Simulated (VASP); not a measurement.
# C (C2/m) in VASP: a series of runs, part 4 of 9

VASP 6.6.1.

### Step 27. Equation of state, PBEsol, 8.88 Å³/atom

Contents of INCAR:

```
PREC = Accurate
ENCUT = 460
EDIFF = 1E-6
ISMEAR = 0
SIGMA = 0.05
LREAL = F
LASPH = T
NELM = 100
ALGO = Normal
ISIF = 2
LWAVE = F
LCHARG = F
GGA = PS
ADDGRID = F
```

Contents of KPOINTS:

```
regular mesh
0
Gamma
  5 5 3
```

Contents of POSCAR:

```
C
1.0
    2.1058307541     -1.2158746984      0.0000000000
    2.1058307541      1.2158746984      0.0000000000
   -1.3651386822      0.0000000000      3.4674455374
C
2
Direct
    0.1666444700      0.1666444700      0.9999069600
    0.8333555300      0.8333555300      0.0000930400
```

Potentials or basis: VASP PAW PBE potentials, release 64 (C).

Run with:

```bash
$ cat potpaw_PBE.64/C/POTCAR > POTCAR
$ mpirun -np 1 vasp_std > vasp.out
```

Run time: 7.8 s. Hardware: 1 thread of Intel Xeon Platinum 8488C (Sapphire Rapids), shared host; peak memory 0.11 GiB.

The run converged, but some of its settings lie outside the range that counts as converged, so its numbers aren't taken as properties of the crystal.

What came out:

```yaml
Free_energy: -19.2504 eV
Pressure: 10.2 GPa
Largest_force: 0.005 eV/Å
Band_gap_on_the_k_mesh: 2.54 eV, indirect (least direct gap 2.76 eV)
```

Caveat: the k mesh is coarse (spacing up to 0.61 Å⁻¹), so the values aren't converged; the cutoff is under 1.25 times the usual one of these potentials, so pressure, stress and relaxed cells hold a basis-set (Pulay) error; the PAW data sets were made with another functional, which shifts forces and pressure a little; an odd mesh through Γ misses points on the zone boundary, where band edges often lie; this functional lacks dispersion, which binds the layers, so the pressure and a relaxed spacing across them are unreliable.

### Step 28. Equation of state, PBEsol, 9.43 Å³/atom

INCAR is that of step 27.

KPOINTS is that of step 27.

Contents of POSCAR:

```
C
1.0
    2.1483842544     -1.2404444432      0.0000000000
    2.1483842544      1.2404444432      0.0000000000
   -1.3927246737      0.0000000000      3.5375138202
C
2
Direct
    0.1666444700      0.1666444700      0.9999069600
    0.8333555300      0.8333555300      0.0000930400
```

Run with:

```bash
$ cat potpaw_PBE.64/C/POTCAR > POTCAR
$ mpirun -np 1 vasp_std > vasp.out
```

It took 7.7 s on 1 thread of Intel Xeon Platinum 8488C (Sapphire Rapids), shared host; peak memory 0.11 GiB.

These settings aren't checked as converged: the numbers below hold their error.

What came out:

| Quantity | Value |
| --- | --- |
| Free energy | -19.2639 eV |
| Pressure | -6.2 GPa |
| Largest force | 0.005 eV/Å |
| Band gap on the k mesh | 2.46 eV, indirect (least direct gap 2.64 eV) |

Caveat: the k mesh is coarse (spacing up to 0.60 Å⁻¹), so the values aren't converged; the cutoff is under 1.25 times the usual one of these potentials, so pressure, stress and relaxed cells hold a basis-set (Pulay) error; the PAW data sets were made with another functional, which shifts forces and pressure a little; an odd mesh through Γ misses points on the zone boundary, where band edges often lie; this functional lacks dispersion, which binds the layers, so the pressure and a relaxed spacing across them are unreliable.

### Step 29. Equation of state, PBEsol, 8.88 Å³/atom

INCAR, as its differences from that of step 28:

```diff
@@ -1,3 +1,3 @@
 PREC = Accurate
-ENCUT = 460
+ENCUT = 520
 EDIFF = 1E-6
```

KPOINTS is that of step 28.

Contents of POSCAR:

```
C
1.0
    2.1058307541     -1.2158746984      0.0000000000
    2.1058307541      1.2158746984      0.0000000000
   -1.3651386822      0.0000000000      3.4674455374
C
2
Direct
    0.1666444700      0.1666444700      0.9999069600
    0.8333555300      0.8333555300      0.0000930400
```

Run with:

```bash
$ cat potpaw_PBE.64/C/POTCAR > POTCAR
$ mpirun -np 1 vasp_std > vasp.out
```

It took 7.9 s on 1 thread of Intel Xeon Platinum 8488C (Sapphire Rapids), shared host; peak memory 0.11 GiB.

These settings aren't checked as converged: the numbers below hold their error.

Results:

* Free energy: -19.2470 eV
* Pressure: 10.5 GPa
* Largest force: 0.005 eV/Å
* Band gap on the k mesh: 2.54 eV, indirect (least direct gap 2.76 eV)

Caveat: the k mesh is coarse (spacing up to 0.61 Å⁻¹), so the values aren't converged; the PAW data sets were made with another functional, which shifts forces and pressure a little; an odd mesh through Γ misses points on the zone boundary, where band edges often lie; this functional lacks dispersion, which binds the layers, so the pressure and a relaxed spacing across them are unreliable.

### Step 30. Equation of state, PBEsol, 9.43 Å³/atom

INCAR is that of step 29.

KPOINTS is that of step 29.

Contents of POSCAR:

```
C
1.0
    2.1483842544     -1.2404444432      0.0000000000
    2.1483842544      1.2404444432      0.0000000000
   -1.3927246737      0.0000000000      3.5375138202
C
2
Direct
    0.1666444700      0.1666444700      0.9999069600
    0.8333555300      0.8333555300      0.0000930400
```

Potentials or basis: VASP PAW PBE potentials, release 64 (C).

Run with:

```bash
$ cat potpaw_PBE.64/C/POTCAR > POTCAR
$ mpirun -np 1 vasp_std > vasp.out
```

It used 2.3 s of CPU time on 1 thread of Intel(R) Xeon(R) Platinum 8488C (Sapphire Rapids) (shared host), which was overloaded at the time.

These settings aren't checked as converged: the numbers below hold their error.

Results:

- Free energy: -19.2604 eV
- Pressure: -6.0 GPa
- Largest force: 0.005 eV/Å
- Band gap on the k mesh: 2.46 eV, indirect (least direct gap 2.64 eV)

Caveat: the k mesh is coarse (spacing up to 0.60 Å⁻¹), so the values aren't converged; the PAW data sets were made with another functional, which shifts forces and pressure a little; an odd mesh through Γ misses points on the zone boundary, where band edges often lie; this functional lacks dispersion, which binds the layers, so the pressure and a relaxed spacing across them are unreliable.

### Step 31. Equation of state, PBEsol, 8.88 Å³/atom

INCAR, as its differences from that of step 30:

```diff
@@ -1,3 +1,3 @@
 PREC = Accurate
-ENCUT = 520
+ENCUT = 340
 EDIFF = 1E-6
```

Contents of KPOINTS:

```
regular mesh
0
Gamma
  6 6 4
```

Contents of POSCAR:

```
C
1.0
    2.1058307541     -1.2158746984      0.0000000000
    2.1058307541      1.2158746984      0.0000000000
   -1.3651386822      0.0000000000      3.4674455374
C
2
Direct
    0.1666444700      0.1666444700      0.9999069600
    0.8333555300      0.8333555300      0.0000930400
```

Run with:

```bash
$ cat potpaw_PBE.64/C/POTCAR > POTCAR
$ mpirun -np 1 vasp_std > vasp.out
```

It used 2 s of CPU time on 1 thread of Intel(R) Xeon(R) Platinum 8488C (Sapphire Rapids) (shared host), which was overloaded at the time.

The run converged, but a check on its numbers failed (symmetry, net force, bounds or a known fault of this set-up), so they aren't taken as properties of the crystal.

Caveat: the k mesh is coarse (spacing up to 0.51 Å⁻¹), so the values aren't converged; the cutoff lies under the usual one of these potentials, so the numbers hold a large basis-set error; the PAW data sets were made with another functional, which shifts forces and pressure a little; this functional lacks dispersion, which binds the layers, so the pressure and a relaxed spacing across them are unreliable.

### Step 32. Equation of state, PBEsol, 9.43 Å³/atom

INCAR is that of step 31.

KPOINTS is that of step 31.

Contents of POSCAR:

```
C
1.0
    2.1483842544     -1.2404444432      0.0000000000
    2.1483842544      1.2404444432      0.0000000000
   -1.3927246737      0.0000000000      3.5375138202
C
2
Direct
    0.1666444700      0.1666444700      0.9999069600
    0.8333555300      0.8333555300      0.0000930400
```

Run with:

```bash
$ cat potpaw_PBE.64/C/POTCAR > POTCAR
$ mpirun -np 1 vasp_std > vasp.out
```

Wall time 7.3 s (1 thread of Intel Xeon Platinum 8488C (Sapphire Rapids), shared host); peak memory 0.11 GiB.

The run converged, but a check on its numbers failed (symmetry, net force, bounds or a known fault of this set-up), so they aren't taken as properties of the crystal.

Caveat: the k mesh is coarse (spacing up to 0.50 Å⁻¹), so the values aren't converged; the cutoff lies under the usual one of these potentials, so the numbers hold a large basis-set error; the PAW data sets were made with another functional, which shifts forces and pressure a little; this functional lacks dispersion, which binds the layers, so the pressure and a relaxed spacing across them are unreliable.

### Step 33. Equation of state, PBEsol, 8.88 Å³/atom

INCAR, as its differences from that of step 32:

```diff
@@ -1,3 +1,3 @@
 PREC = Accurate
-ENCUT = 340
+ENCUT = 400
 EDIFF = 1E-6
```

KPOINTS is that of step 32.

Contents of POSCAR:

```
C
1.0
    2.1058307541     -1.2158746984      0.0000000000
    2.1058307541      1.2158746984      0.0000000000
   -1.3651386822      0.0000000000      3.4674455374
C
2
Direct
    0.1666444700      0.1666444700      0.9999069600
    0.8333555300      0.8333555300      0.0000930400
```

Potentials or basis: VASP PAW PBE potentials, release 64 (C).

Run with:

```bash
$ cat potpaw_PBE.64/C/POTCAR > POTCAR
$ mpirun -np 1 vasp_std > vasp.out
```

It took 7.8 s on 1 thread of Intel Xeon Platinum 8488C (Sapphire Rapids), shared host; peak memory 0.11 GiB.

The run converged, but some of its settings lie outside the range that counts as converged, so its numbers aren't taken as properties of the crystal.

What came out:

- Free energy: -19.2512 eV
- Largest force: 0.055 eV/Å
- Band gap on the k mesh: 0.50 eV, indirect (least direct gap 0.52 eV)

Caveat: the k mesh is coarse (spacing up to 0.51 Å⁻¹), so the values aren't converged; the cutoff is under 1.25 times the usual one of these potentials, so pressure, stress and relaxed cells hold a basis-set (Pulay) error; the PAW data sets were made with another functional, which shifts forces and pressure a little; this functional lacks dispersion, which binds the layers, so the pressure and a relaxed spacing across them are unreliable.

### Step 34. Equation of state, PBEsol, 9.43 Å³/atom

INCAR is that of step 33.

KPOINTS is that of step 33.

Contents of POSCAR:

```
C
1.0
    2.1483842544     -1.2404444432      0.0000000000
    2.1483842544      1.2404444432      0.0000000000
   -1.3927246737      0.0000000000      3.5375138202
C
2
Direct
    0.1666444700      0.1666444700      0.9999069600
    0.8333555300      0.8333555300      0.0000930400
```

Run with:

```bash
$ cat potpaw_PBE.64/C/POTCAR > POTCAR
$ mpirun -np 1 vasp_std > vasp.out
```

It used 2.4 s of CPU time on 1 thread of Intel(R) Xeon(R) Platinum 8488C (Sapphire Rapids) (shared host), which was overloaded at the time.

The run converged, but some of its settings lie outside the range that counts as converged, so its numbers aren't taken as properties of the crystal.

Results:

```yaml
Free_energy: -19.2628 eV
Largest_force: 0.049 eV/Å
Band_gap_on_the_k_mesh: 0.45 eV, indirect (least direct gap 0.48 eV)
```

Caveat: the k mesh is coarse (spacing up to 0.50 Å⁻¹), so the values aren't converged; the cutoff is under 1.25 times the usual one of these potentials, so pressure, stress and relaxed cells hold a basis-set (Pulay) error; the PAW data sets were made with another functional, which shifts forces and pressure a little; this functional lacks dispersion, which binds the layers, so the pressure and a relaxed spacing across them are unreliable.

### Step 35. Equation of state, PBEsol, 8.88 Å³/atom

INCAR, as its differences from that of step 34:

```diff
@@ -1,3 +1,3 @@
 PREC = Accurate
-ENCUT = 400
+ENCUT = 650
 EDIFF = 1E-6
```

Contents of KPOINTS:

```
regular mesh
0
Gamma
  5 5 3
```

Contents of POSCAR:

```
C
1.0
    2.1058307541     -1.2158746984      0.0000000000
    2.1058307541      1.2158746984      0.0000000000
   -1.3651386822      0.0000000000      3.4674455374
C
2
Direct
    0.1666444700      0.1666444700      0.9999069600
    0.8333555300      0.8333555300      0.0000930400
```

Run with:

```bash
$ cat potpaw_PBE.64/C/POTCAR > POTCAR
$ mpirun -np 1 vasp_std > vasp.out
```

It used 2.9 s of CPU time on 1 thread of Intel(R) Xeon(R) Platinum 8488C (Sapphire Rapids), with other jobs on the host, which was overloaded at the time.

These settings aren't checked as converged: the numbers below hold their error.

Results:

```
Free energy            : -19.2564 eV
Pressure               : 9.9 GPa
Largest force          : 0.005 eV/Å
Band gap on the k mesh : 2.54 eV, indirect (least direct gap 2.76 eV)
```

Caveat: the k mesh is coarse (spacing up to 0.61 Å⁻¹), so the values aren't converged; the PAW data sets were made with another functional, which shifts forces and pressure a little; an odd mesh through Γ misses points on the zone boundary, where band edges often lie; this functional lacks dispersion, which binds the layers, so the pressure and a relaxed spacing across them are unreliable.

### Step 36. Equation of state, PBEsol, 9.43 Å³/atom

INCAR is that of step 35.

KPOINTS is that of step 35.

Contents of POSCAR:

```
C
1.0
    2.1483842544     -1.2404444432      0.0000000000
    2.1483842544      1.2404444432      0.0000000000
   -1.3927246737      0.0000000000      3.5375138202
C
2
Direct
    0.1666444700      0.1666444700      0.9999069600
    0.8333555300      0.8333555300      0.0000930400
```

Potentials or basis: VASP PAW PBE potentials, release 64 (C).

Run with:

```bash
$ cat potpaw_PBE.64/C/POTCAR > POTCAR
$ mpirun -np 1 vasp_std > vasp.out
```

It used 3.3 s of CPU time on 1 thread of Intel(R) Xeon(R) Platinum 8488C (Sapphire Rapids), on a shared host, which was overloaded at the time.

The run converged, but some of its settings lie outside the range that counts as converged, so its numbers aren't taken as properties of the crystal.

What came out:

| Quantity | Value |
| --- | --- |
| Free energy | -19.2691 eV |
| Pressure | -6.5 GPa |
| Largest force | 0.005 eV/Å |
| Band gap on the k mesh | 2.46 eV, indirect (least direct gap 2.64 eV) |

Caveat: the k mesh is coarse (spacing up to 0.60 Å⁻¹), so the values aren't converged; the PAW data sets were made with another functional, which shifts forces and pressure a little; an odd mesh through Γ misses points on the zone boundary, where band edges often lie; this functional lacks dispersion, which binds the layers, so the pressure and a relaxed spacing across them are unreliable.

### Step 37. Equation of state, PBEsol, 8.88 Å³/atom

INCAR, as its differences from that of step 36:

```diff
@@ -1,3 +1,3 @@
 PREC = Accurate
-ENCUT = 650
+ENCUT = 460
 EDIFF = 1E-6
```

Contents of KPOINTS:

```
regular mesh
0
Gamma
  6 6 4
```

Contents of POSCAR:

```
C
1.0
    2.1058307541     -1.2158746984      0.0000000000
    2.1058307541      1.2158746984      0.0000000000
   -1.3651386822      0.0000000000      3.4674455374
C
2
Direct
    0.1666444700      0.1666444700      0.9999069600
    0.8333555300      0.8333555300      0.0000930400
```

Run with:

```bash
$ cat potpaw_PBE.64/C/POTCAR > POTCAR
$ mpirun -np 1 vasp_std > vasp.out
```

It used 3.9 s of CPU time on 1 thread of Intel(R) Xeon(R) Platinum 8488C (Sapphire Rapids), on a shared host, which was overloaded at the time.

The run converged, but some of its settings lie outside the range that counts as converged, so its numbers aren't taken as properties of the crystal.

Results:

```
Free energy            : -19.2395 eV
Pressure               : 10.1 GPa
Largest force          : 0.055 eV/Å
Band gap on the k mesh : 0.50 eV, indirect (least direct gap 0.53 eV)
```

Caveat: the k mesh is coarse (spacing up to 0.51 Å⁻¹), so the values aren't converged; the cutoff is under 1.25 times the usual one of these potentials, so pressure, stress and relaxed cells hold a basis-set (Pulay) error; the PAW data sets were made with another functional, which shifts forces and pressure a little; this functional lacks dispersion, which binds the layers, so the pressure and a relaxed spacing across them are unreliable.

### Step 38. Equation of state, PBEsol, 9.43 Å³/atom

INCAR is that of step 37.

KPOINTS is that of step 37.

Contents of POSCAR:

```
C
1.0
    2.1483842544     -1.2404444432      0.0000000000
    2.1483842544      1.2404444432      0.0000000000
   -1.3927246737      0.0000000000      3.5375138202
C
2
Direct
    0.1666444700      0.1666444700      0.9999069600
    0.8333555300      0.8333555300      0.0000930400
```

Run with:

```bash
$ cat potpaw_PBE.64/C/POTCAR > POTCAR
$ mpirun -np 1 vasp_std > vasp.out
```

It used 5.5 s of CPU time on 1 thread of Intel(R) Xeon(R) Platinum 8488C (Sapphire Rapids), with other jobs on the host, which was overloaded at the time.

The run converged, but some of its settings lie outside the range that counts as converged, so its numbers aren't taken as properties of the crystal.

What came out:

```
Free energy            : -19.2524 eV
Pressure               : -6.3 GPa
Largest force          : 0.049 eV/Å
Band gap on the k mesh : 0.45 eV, indirect (least direct gap 0.48 eV)
```

Caveat: the k mesh is coarse (spacing up to 0.50 Å⁻¹), so the values aren't converged; the cutoff is under 1.25 times the usual one of these potentials, so pressure, stress and relaxed cells hold a basis-set (Pulay) error; the PAW data sets were made with another functional, which shifts forces and pressure a little; this functional lacks dispersion, which binds the layers, so the pressure and a relaxed spacing across them are unreliable.

### Step 39. Equation of state, PBEsol, 8.88 Å³/atom

INCAR, as its differences from that of step 38:

```diff
@@ -4,3 +4,3 @@
 ISMEAR = 0
-SIGMA = 0.05
+SIGMA = 0.5
 LREAL = F
```

KPOINTS is that of step 38.

Contents of POSCAR:

```
C
1.0
    2.1058307541     -1.2158746984      0.0000000000
    2.1058307541      1.2158746984      0.0000000000
   -1.3651386822      0.0000000000      3.4674455374
C
2
Direct
    0.1666444700      0.1666444700      0.9999069600
    0.8333555300      0.8333555300      0.0000930400
```

Potentials or basis: VASP PAW PBE potentials, release 64 (C).

Run with:

```bash
$ cat potpaw_PBE.64/C/POTCAR > POTCAR
$ mpirun -np 1 vasp_std > vasp.out
```

It used 4.5 s of CPU time on 1 thread of Intel(R) Xeon(R) Platinum 8488C (Sapphire Rapids) (shared host), which was overloaded at the time.

These settings aren't checked as converged: the numbers below hold their error.

Results:

```yaml
Free_energy: -19.2493 eV
Pressure: 10.3 GPa
Largest_force: 0.024 eV/Å
Band_gap_on_the_k_mesh: 0.50 eV, indirect (least direct gap 0.53 eV)
```

Caveat: the k mesh is coarse (spacing up to 0.51 Å⁻¹), so the values aren't converged; the cutoff is under 1.25 times the usual one of these potentials, so pressure, stress and relaxed cells hold a basis-set (Pulay) error; the PAW data sets were made with another functional, which shifts forces and pressure a little; this functional lacks dispersion, which binds the layers, so the pressure and a relaxed spacing across them are unreliable.

### Step 40. Equation of state, PBEsol, 9.43 Å³/atom

INCAR is that of step 39.

KPOINTS is that of step 39.

Contents of POSCAR:

```
C
1.0
    2.1483842544     -1.2404444432      0.0000000000
    2.1483842544      1.2404444432      0.0000000000
   -1.3927246737      0.0000000000      3.5375138202
C
2
Direct
    0.1666444700      0.1666444700      0.9999069600
    0.8333555300      0.8333555300      0.0000930400
```

Run with:

```bash
$ cat potpaw_PBE.64/C/POTCAR > POTCAR
$ mpirun -np 1 vasp_std > vasp.out
```

It used 3.8 s of CPU time on 1 thread of Intel(R) Xeon(R) Platinum 8488C (Sapphire Rapids) (shared host), which was overloaded at the time.

These settings aren't checked as converged: the numbers below hold their error.

Results:

```
Free energy            : -19.2634 eV
Pressure               : -6.2 GPa
Largest force          : 0.018 eV/Å
Band gap on the k mesh : 0.45 eV, indirect (least direct gap 0.48 eV)
```

Caveat: the k mesh is coarse (spacing up to 0.50 Å⁻¹), so the values aren't converged; the cutoff is under 1.25 times the usual one of these potentials, so pressure, stress and relaxed cells hold a basis-set (Pulay) error; the PAW data sets were made with another functional, which shifts forces and pressure a little; this functional lacks dispersion, which binds the layers, so the pressure and a relaxed spacing across them are unreliable.

### Step 41. Equation of state, PBEsol, 8.88 Å³/atom

INCAR, as its differences from that of step 40:

```diff
@@ -4,3 +4,3 @@
 ISMEAR = 0
-SIGMA = 0.5
+SIGMA = 0.2
 LREAL = F
```

KPOINTS is that of step 40.

Contents of POSCAR:

```
C
1.0
    2.1058307541     -1.2158746984      0.0000000000
    2.1058307541      1.2158746984      0.0000000000
   -1.3651386822      0.0000000000      3.4674455374
C
2
Direct
    0.1666444700      0.1666444700      0.9999069600
    0.8333555300      0.8333555300      0.0000930400
```

Run with:

```bash
$ cat potpaw_PBE.64/C/POTCAR > POTCAR
$ mpirun -np 1 vasp_std > vasp.out
```

It used 4.5 s of CPU time on 1 thread of Intel(R) Xeon(R) Platinum 8488C (Sapphire Rapids), on a shared host, which was overloaded at the time.

The run converged, but some of its settings lie outside the range that counts as converged, so its numbers aren't taken as properties of the crystal.

Results:

* Free energy: -19.2398 eV
* Pressure: 10.2 GPa
* Largest force: 0.052 eV/Å
* Band gap on the k mesh: 0.50 eV, indirect (least direct gap 0.53 eV)

Caveat: the k mesh is coarse (spacing up to 0.51 Å⁻¹), so the values aren't converged; the cutoff is under 1.25 times the usual one of these potentials, so pressure, stress and relaxed cells hold a basis-set (Pulay) error; the PAW data sets were made with another functional, which shifts forces and pressure a little; this functional lacks dispersion, which binds the layers, so the pressure and a relaxed spacing across them are unreliable.

(Part 4 of 9 ends here.)
